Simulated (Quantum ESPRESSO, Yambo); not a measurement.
# Quasiparticle gap of GaP (F-43m) in Yambo, part 3 of 3

Aim: the G0W0 gap of GaP (F-43m) on PBE, step by step.

Quantum ESPRESSO 7.5 and Yambo 5.3.0; PBE and many-body steps on it, plane waves. Known limits of the many-body steps: not at the basis limit; no spin-orbit coupling; coarse k mesh.

So far. Step 3 (Bands along the symmetry lines): The gap is 1.594 eV, −0.059 eV from the run before at this level. Step 4 (Empty states on the mesh, 4×4×4 mesh, 181 bands): On this mesh the gap is 1.653 eV.

**6. Screening and self-energy, 4×4×4 mesh, 181 bands, screening to 210.9 eV**

G0W0 replaces the xc potential by the self-energy, built once from these orbitals. Only a window of levels is corrected, while the sums run over the empty bands that the input names.

This step: G0W0 on PBE, plane waves, norm-conserving pseudopotentials.

Contents of gw1.in:

```
HF_and_locXC
gw0
dyson
ppa
em1d
rim_cut
RandQpts= 1000000
RandGvec= 1 RL
EXXRLvcs= 104 Ry
VXCRLvcs= 416 Ry
Chimod= "HARTREE"
% BndsRnXp
 1 | 181 |
%
NGsBlkXp= 15.5 Ry
% LongDrXp
 1 | 1 | 1 |
%
% GbndRnge
 1 | 181 |
%
DysSolver= "n"
ExtendOut
PPAPntXp= 27.21138 eV
% QPkrange
 1 | 8 | 11 | 17 |
%
```

Run with:

```
$ OMP_NUM_THREADS=1 mpirun -n 8 yambo -F gw1.in -J gw1 -C gw1 > gw1.log
```

Output:

```text
 Yambo, version 5.3.0

 [02] CORE Variables Setup
 =========================

  [... cell, symmetries and grids as in the set-up ...]

  [02.05] Energies & Occupations
  ==============================

  [X] === General ===
  [X] Electronic Temperature                        :  0.000000  0.000000 [eV K]
  [X] Bosonic    Temperature                        :  0.000000  0.000000 [eV K]
  [X] Finite Temperature mode                       : no
  [X] El. density                                   :  0.64228E+24 [cm-3]
  [X] Fermi Level                                   :  8.204632 [eV]

  [X] === Gaps and Widths ===
  [X] Conduction Band Min                           :  1.653057 [eV]
  [X] Valence Band Max                              :  0.000000 [eV]
  [X] Filled Bands                                  :  13
  [X] Empty Bands                                   :   14  181
  [X] Direct Gap                                    :  1.817541 [eV]
  [X] Direct Gap localized at k                     :  1
  [X] Indirect Gap                                  :  1.653057 [eV]
  [X] Indirect Gap between kpts                     :   1   7
  [X] Last valence band width                       :  3.419265 [eV]
  [X] 1st conduction band width                     :  3.048655 [eV]

 [03] Transferred momenta grid and indexing
 ==========================================

 IBZ Q-points                                      :   8
 BZ  Q-points                                      :   64

 K/Q-points units:
 rlu = crystal or reduced units; cc = cartesian coordinates; iku = interal k-units

 Q [1]          [rlu]:  0.000000  0.000000  0.000000
 Q [2]          [rlu]: -0.25926E-17 -0.25926E-17  0.25000
 Q [3]          [rlu]:  0.51853E-17  0.51853E-17 -0.50000
 Q [4]          [rlu]:  0.17252E-17  0.25000      0.25000
 Q [5]          [rlu]:  0.64517E-16  0.25000      0.50000
 Q [6]          [rlu]:  0.51853E-17  0.25000     -0.25000
 Q [7]          [rlu]: -0.34504E-17 -0.50000     -0.50000
 Q [8]          [rlu]:  0.250000 -0.500000 -0.250000

 [04] Coloumb potential Random Integration (RIM)
 ===============================================

  [04.01] RIM initialization
  ==========================

  * Diagonal components only detected *

  8 x (sBL volume)        :  0.113502 [a.u.]
  sBZ random points       :  1000000
  Points outside the sBZ  :   7987327
  RL volume               :  0.908017 [a.u.]
  Integrated volume       :  0.909458 [a.u.]

  [04.02] RIM integrals
  =====================

  Gamma point sphere radius             :  0.087825 [a.u.]
  Points outside the sphere             :   799513
  [Int_sBZ(q=0) 1/q^2]*(Vol_sBZ)^(-1/3) =:  7.764325
                                 should be <:  7.795600

  Summary of Coulomb integrals for non-metallic bands |Q|[au] RIM/Bare

  Q [1] 0.100000E-4 0.995988 * Q [2] 0.264147 1.066458
  Q [4] 0.305010 1.065091 * Q [6] 0.431350 1.027253
  Q [5] 0.505803 1.020682 * Q [3] 0.528294 1.017918
  Q [7] 0.610021 1.014689 * Q [8] 0.682024 1.011759

 [05] Dipoles
 ============

  [05.01] Setup: observables and procedures
  =========================================

 [06] Dynamic Dielectric Matrix (PPA)
 ====================================

 [SLK-Inversion]  Pools        :  2
 [SLK-Inversion]  BLACS grid   :  2  2

 [WR./gw1//ndb.pp]---------------------------------------------------------------
  Brillouin Zone Q/K grids (IBZ/BZ)                :    8   64    8   64
  RL vectors                                       :   5961 [WF]
  Coulomb cutoff potential                         : none
  Electronic Temperature                           :  0.000000 [K]
  Bosonic    Temperature                           :  0.000000 [K]
  PPA    diel. fun.  energies                      : Perdew, Burke & Ernzerhof(X)+Perdew, Burke & Ernzerhof(C)
  wavefunctions                                    : Perdew, Burke & Ernzerhof(X)+Perdew, Burke & Ernzerhof(C)
  Global Gauge                                     : length
  X matrix size                                    :  307
  X band range                                     :    1  181
  X e/h energy range                               : -1.000000 -1.000000 [eV]
  X Time ordering                                  : R
  X Hxc Kernel                                     : HARTREE
  X Drude frequency                                :  0.000000  0.000000
  X poles                                          :  100.0000 [o/o]
  RL vectors in the sum                            :   5961
  [r,Vnl] included                                 : yes
  Field direction                                  :  0.577350E-5  0.577350E-5  0.577350E-5
  BZ energy Double Grid                            : no
  BZ energy DbGd points                            : 0
  BZ Q point size factor                           : -1.000000
  X Optical Averaged directions                    : none

 [07] Local Exchange-Correlation + Non-Local Fock
 ================================================

 [VXC] Plane waves :   39189
 [EXS] Plane waves :   4957

 QP @ state[ 1 ] K range:   1   8
 QP @ state[ 1 ] b range:  11  17

 [xc] Functional : Perdew, Burke & Ernzerhof(X)+Perdew, Burke & Ernzerhof(C)
 [xc] LIBXC used to calculate xc functional
  PP Number of Atomic Species                      :  2
  NLCC RL compoments                               :   39189
  PP Number of Atomic Species                      :  2
  NLCC RL compoments                               :   39189

 [xc] E_xc :  -23.20667 [Ha]
      E_xc :  -46.41333 [Ry]

  Local XC kind (lXC) : Perdew, Burke & Ernzerhof(X)+Perdew, Burke & Ernzerhof(C)
  Non-Local XC kind (nlXC) : Hartree-Fock

  Corrections @ K [1] :  [eV]
 <11|nlXC|11> = -15.17870 -0.49189E-17 <11|lXC|11> = -13.29395  0.37768E-15
 <12|nlXC|12> = -15.17883 -0.54531E-17 <12|lXC|12> = -13.29395 -0.94412E-16
 <13|nlXC|13> = -15.17874 -0.43452E-17 <13|lXC|13> = -13.29395  0.18882E-15
 <14|nlXC|14> = -8.162742  0.66628E-17 <14|lXC|14> = -12.70029  0.93755E-21
 <15|nlXC|15> = -6.788217 -0.12973E-17 <15|lXC|15> = -11.36385  0.94420E-16
 <16|nlXC|16> = -6.788133 -0.15819E-17 <16|lXC|16> = -11.36385 -0.23388E-16
 <17|nlXC|17> = -6.787823 -0.30263E-17 <17|lXC|17> = -11.36385 -0.18853E-15

  Corrections @ K [2] :  [eV]
 <11|nlXC|11> = -15.60164  0.67741E-17 <11|lXC|11> = -12.47448  0.90222E-19
 <12|nlXC|12> = -14.93487 -0.11946E-16 <12|lXC|12> = -12.87344  0.31548E-19
 <13|nlXC|13> = -14.93471 -0.38126E-17 <13|lXC|13> = -12.87344  0.18876E-15
[...]
Corrections @ K [3] :  [eV]
[...]
Corrections @ K [4] :  [eV]
[...]
Corrections @ K [5] :  [eV]
[...]
[... 2 further k-points ...]
  Corrections @ K [8] :  [eV]
[...]
<13|nlXC|13> = -13.91279 -0.27390E-17 <13|lXC|13> = -11.02117  0.88331E-17
 <14|nlXC|14> = -6.130831 -0.28809E-17 <14|lXC|14> = -10.52111 -0.47146E-16
 <15|nlXC|15> = -7.299356  0.19682E-17 <15|lXC|15> = -12.51870  0.18891E-15
 <16|nlXC|16> = -5.760399 -0.88356E-18 <16|lXC|16> = -11.06626 -0.47441E-16
 <17|nlXC|17> = -5.723992 -0.84606E-18 <17|lXC|17> = -10.53552  0.47198E-16

  [07.01] Hartree-Fock occupations report
  =======================================

  [Hartree-Fock] === General ===
  [Hartree-Fock] Electronic Temperature             :  0.000000  0.000000 [eV K]
  [Hartree-Fock] Bosonic    Temperature             :  0.000000  0.000000 [eV K]
  [Hartree-Fock] Finite Temperature mode            : no
  [Hartree-Fock] El. density                        :  0.64228E+24 [cm-3]
  [Hartree-Fock] Fermi Level                        :  8.204632 [eV]

  [Hartree-Fock] === Gaps and Widths ===
  [Hartree-Fock] Conduction Band Min                :  5.435879 [eV]
  [Hartree-Fock] Valence Band Max                   : -1.884794 [eV]
  [Hartree-Fock] Filled Bands                       :  13
  [Hartree-Fock] Empty Bands                        :   14  181
  [Hartree-Fock] Direct Gap                         :  8.239887 [eV]
  [Hartree-Fock] Direct Gap localized at k          :  1
  [Hartree-Fock] Indirect Gap                       :  7.320672 [eV]
  [Hartree-Fock] Indirect Gap between kpts          :   1   7
  [Hartree-Fock] Last valence band width            :  4.426094 [eV]
  [Hartree-Fock] 1st conduction band width          :  3.656116 [eV]

 [08] Dyson equation: Newton solver
 ==================================

  [08.01] G0W0 (W PPA)
  ====================

  [  GW  ] Bands range     :    1  181
  [GW/PPA] G damping       :  0.100000 [eV]

  QP @ state[ 1 ] K range:   1   8
  QP @ state[ 1 ] b range:  11  17

   Sc/G bands                                       :    1  181
   Sc/G damping                                     :  0.100000 ev
   Sc bands terminator                              : no
   Sx RL components                                 :   4957

   QP @ state[ 1 ] K range                          :   1   8
   QP @ state[ 1 ] b range                          :  11  17
   GF energies kind                                 : Perdew, Burke & Ernzerhof(X)+Perdew, Burke & Ernzerhof(C)
   GF WF`s kind                                     : Perdew, Burke & Ernzerhof(X)+Perdew, Burke & Ernzerhof(C)
   Xs energies kind                                 : Perdew, Burke & Ernzerhof(X)+Perdew, Burke & Ernzerhof(C)
   Xs WF`s kind                                     : Perdew, Burke & Ernzerhof(X)+Perdew, Burke & Ernzerhof(C)

 [11] Game Over & Game summary
```

Run time: 6 min. Hardware: 8 MPI ranks of Arm Neoverse V2, shared host; peak memory 3.8 GiB.

Numbers from this step:

```yaml
g0w0_gap_on_the_mesh: 2.304 eV
starting_gap_on_the_mesh: 1.653 eV
k_of_the_valence_top: 0, 0, 0
k_of_the_conduction_bottom: 0, -0.5, -0.5
least_direct_g0w0_gap_on_the_computed_points: 2.685 eV
z_at_the_valence_top: 0.7842
z_at_the_conduction_bottom: 0.8088
```

The gap on the mesh goes from 1.65 eV to 2.30 eV, a correction of +0.65 eV.

Limits: finite bands, cutoff and mesh; no spin-orbit coupling; coarse k mesh. v1 is the top filled band, c1 the lowest empty one. Levels before and after the correction, in eV, zero at the valence-band top of each column:

|  | conduction bottom | valence top |
| --- | --- | --- |
| Kohn-Sham | 1.65 | 0.00 |
| G0W0 | 2.30 | 0.00 |

|  | level | energy (eV) |
| --- | --- | --- |
| Kohn-Sham | Γ v3-v1 | 0.000 |
| Kohn-Sham | Γ c1 | 1.818 |
| Kohn-Sham | Γ c2-c4 | 3.887 |
| Kohn-Sham | (0 -0.5 -0.5) v3 | -6.754 |
| Kohn-Sham | (0 -0.5 -0.5) v2-v1 | -2.683 |
| Kohn-Sham | (0 -0.5 -0.5) c1 | 1.653 |
| Kohn-Sham | (0 -0.5 -0.5) c2 | 1.825 |
| Kohn-Sham | (0 -0.5 -0.5) c3-c4 | 10.577 |
| G0W0 | Γ v3-v1 | 0.000 |
| G0W0 | Γ c1 | 2.685 |
| G0W0 | Γ c2-c4 | 4.819 |
| G0W0 | (0 -0.5 -0.5) v3 | -6.794 |
| G0W0 | (0 -0.5 -0.5) v2-v1 | -2.769 |
| G0W0 | (0 -0.5 -0.5) c1 | 2.304 |
| G0W0 | (0 -0.5 -0.5) c2 | 2.592 |
| G0W0 | (0 -0.5 -0.5) c3-c4 | 11.472 |

**7. Where the time went**

Times are wall times on the hardware named with each run, good to a factor of about two.

| step | time | share | memory (GiB) |
| --- | --- | --- | --- |
| ground state | 3.7 s | 1 % | 0.63 |
| bands along the symmetry lines | 3.3 s | 1 % | 0.56 |
| empty states on the mesh | 8.7 s | 2 % | 0.78 |
| conversion and set-up | 2.5 s | 1 % | 0.25 |
| screening and self-energy | 6 min | 95 % | 3.8 |

**8. Results**

```yaml
pbe_gap: 1.59 eV, indirect
g0w0_gap_on_the_mesh: 2.30 eV
g0w0_gap_over_the_zone_rigid_shift: 2.24 eV
gw_settings: 4×4×4 mesh, 181 bands, screening to 210.9 eV, Godby-Needs plasmon pole
known_limits: not at the basis limit; no spin-orbit coupling; coarse k mesh
```

G0W0 moves the gap on the mesh from 1.65 eV to 2.30 eV (+0.65 eV), with Z of 0.78 and 0.81 at the edges. The mesh misses the band edges by 0.06 eV in all; a rigid shift gives 2.24 eV for the zone. The dearest step here is «screening and self-energy». Against experiment, by G0W0@PBE: the gap of 2.24 eV lies −0.01 eV from the measured 2.25 ± 0.04 eV (indirect, 300 K, on Si, 2020). The calculation has static nuclei and no excitons; a measured gap holds zero-point and thermal motion, which mostly lowers it. Bands and cutoff are finite, so the gap is not at the basis limit. The miss can reach some tenths of an eV and take either sign; the mesh is an error of its own. A denser mesh or path gives a starting gap of 1.59 eV: the GW mesh misses a band edge, so its gaps are not the fundamental one. The 4×4×4 mesh is coarse for this cell, which bears on the long-range parts of exchange and screening. The many-body steps are scalar-relativistic: spin-orbit coupling is not in them.

[Paths, hosts, dates, memory and timing lines, banners, echoed tables and standing remarks are left out of the program output.]

[Logs are printed without paths, hosts, clocks, repeated set-up lines and the standing remarks that a program may print on its own settings, such as how far it seeks lower states.]

[Runs of the session that timed out or met a known fault of the program may be left out.]

[Hosts, paths, dates, database ids (printed as entryN), source tags and the programs' standing remarks are cut or masked in the printed files.]
